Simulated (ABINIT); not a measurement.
An input for ABINIT 10.8.3 (BN (P6_3/mmc)):

```
acell 3*1.0 Angstrom
rprim 
  2.503989999987 0.000000000003 0.000000000000
  -1.251994999996 2.168518950810 0.000000000000
  0.000000000000 0.000000000000 6.661200000000
ntypat 2
znucl 5 7
natom 4
typat 1 1 2 2
xred 
  0.333333333333 0.666666666667 0.250000000000
  0.666666666667 0.333333333333 0.750000000000
  0.333333333333 0.666666666667 0.750000000000
  0.666666666667 0.333333333333 0.250000000000
pp_dirpath "pseudos"
pseudos "B.upf, N.upf"
ecut 36
ngkpt 6 6 2
nshiftk 1
shiftk 0 0 0
kptopt 1
chksymbreak 0
irdden 1
istwfk *1
nband 214
prtvol 0
optdriver 6
gwr_task "HDIAGO"
paral_kgb 0
occopt 1
indata_prefix "in"
outdata_prefix "out"
tmpdata_prefix "tmp"
```

```sh
OMP_NUM_THREADS=1 mpirun -n 8 abinit run.abi > log
```

**Question.** How long will it take on 8 MPI ranks of Arm Neoverse V1, shared host, and how much memory?

It took 29 s; on shared hardware allow 15 s to 58 s. Peak host memory was 3.2 GiB.

[Paths, hosts, dates, memory and timing lines, banners, echoed tables and standing remarks are left out of the program output.]

[Logs are printed without paths, hosts, clocks, repeated set-up lines and the standing remarks that a program may print on its own settings, such as how far it seeks lower states.]

[Runs of the session that timed out or met a known fault of the program may be left out.]

[Hosts, paths, dates, database ids (printed as entryN), source tags and the programs' standing remarks are cut or masked in the printed files.]

[G0W0 gaps are taken among the corrected bands and points alone; a level outside them can change the order at an edge.]

[Where Ansatz stands beside ABINIT at settings called matched, ABINIT's density can come from a denser mesh and the files from another edition; pairs whose starting gaps differed by over 0.03 eV were left out, so agreement reads better than it is.]
